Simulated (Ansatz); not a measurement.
# PbO2 under changes of volume

One of the cells (13.151 Å³/atom); the others are scaled copies at fixed shape and fractional positions:

```
CELL_PARAMETERS angstrom
0.00000 2.70199 2.70199
2.70199 0.00000 2.70199
2.70199 2.70199 0.00000
ATOMIC_POSITIONS crystal
Pb 0.00000 0.00000 0.00000
O 0.75000 0.75000 0.75000
O 0.25000 0.25000 0.25000
```

The cell comes from a database or a generator and needn't be the stable form of this composition.

| Property | Result |
| --- | --- |
| Program | Ansatz 0.2.0 |
| Functional | PBEsol |
| Potentials or basis | Ansatz PAW |
| Cutoff | 420 eV (not typed: the program's choice for these potentials) |
| k mesh | 9 × 9 × 9 |
| Occupations | fermi-dirac, width 0.05 eV |
| Spin | no spin polarisation |

```tsv
volume (Å³/atom)	energy over the lowest point (meV/atom)	pressure (GPa)
12.362	?	?
12.625	0.00	0.0
12.888	2.51	-3.0
13.151	9.70	-5.7
13.414	21.04	-8.0
13.677	35.96	-10.1
13.940	54.16	-11.9
```

What does the run at 12.362 Å³/atom give?

Energy over the lowest point 2.84 meV/atom; pressure 3.4 GPa.

Worked out: A Birch-Murnaghan fit of order 3 (a polynomial in V^(-2/3)) to the other rows has its minimum at 12.63 Å³/atom with B0 = V·E''(V) = 154 GPa and B' = 4.9. It gives 2.77 meV/atom at 12.362 Å³/atom, against the run's 2.84, and -dE/dV = 3.4 GPa, against 3.4.

Energies are extrapolated to zero smearing.

Caveats: the PAW data sets come from PBE, with cores solved anew for the run's functional, which leaves a small shift of forces and pressure.
